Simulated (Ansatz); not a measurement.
Rock-salt NaBr, treated with BLYP in Ansatz (plane waves, PAW).

Settings: plane-wave cutoff 520 eV, 10×10×10 k mesh, Fermi–Dirac smearing 0.01 eV, scalar-relativistic PAW data made under PBE.

Pressure at four volumes; x = ln(V/28.740 Å³). One pressure is withheld.

```tsv
V (Å³/atom)	x	P (GPa)
27.015	-0.0619	?
27.590	-0.0408	0.784
28.740	0.0000	0.000
30.464	0.0583	-0.888
```

Question: Pass a parabola P(x) through the three rows shown, estimate the bulk modulus and its pressure derivative near zero pressure, and predict the withheld pressure.

Answer: Slopes between the rows: (0.000 − (0.784))/(0.0000 − (-0.0408)) = -19.22 and (-0.888 − (0.000))/(0.0583 − (0.0000)) = -15.23 GPa. Their difference over the span 0.0991 is c = 3.99/0.0991 = 40.3 GPa, so P(x) = 0.784 + (-19.22)(x − (-0.0408)) + 40.3 (x − (-0.0408))(x − (0.0000)). At the middle row B = −dP/dx = −[-19.22 + 40.3 × 0.0408] = 17.6 GPa, and B′ = dB/dP = 2c/B = 4.6. At x = -0.0619 the parabola gives 1.242 GPa; the run gives 1.249 GPa. The Birch–Murnaghan fit to the energies at all volumes has B0 = 17.5 GPa and B′ = 4.7.

Measured, for comparison: bulk modulus 22.6 GPa (4 K, zero-point motion not removed; as tabulated in Doll and Stoll (1998), arXiv:cond-mat/9801031). Computed (rounded) less measured: bulk modulus -23 %.

Ansatz is a program for electronic structure.
